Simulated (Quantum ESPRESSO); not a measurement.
MoS2:

```
Mo S
1.0
     0.00000    2.99595    2.99595
     2.99595    0.00000    2.99595
     2.99595    2.99595    0.00000
Mo S
1 2
Direct
  0.00000 0.00000 0.00000
  0.25000 0.25000 0.25000
  0.75000 0.75000 0.75000
```

Measurements of this composition are mostly on another form, of space group No. 194.

Program: Quantum ESPRESSO 7.5. Alike in all runs: task single point; potentials or basis PseudoDojo 0.4.1 SR LDA standard; spin collinear, ferromagnetic start; Mo d U = 7 eV; cell as given; k mesh 6 × 6 × 6; cutoff (eV) 1088; smearing gaussian 0.05 eV.

**Question.** Order these runs on this cell by their pressure, lowest first.
A. level PW91+U
B. level LDA+U; form of the LDA correlation PW92
C. level revPBE+U
D. level PBEsol+U

**Answer.** B (0.5 GPa), D (3.5 GPa), A (8.8 GPa), C (10.5 GPa).

Caveats: the potentials were made for another functional, which shifts forces and pressure (some runs).

Runs at the PBE level aren't shown here.
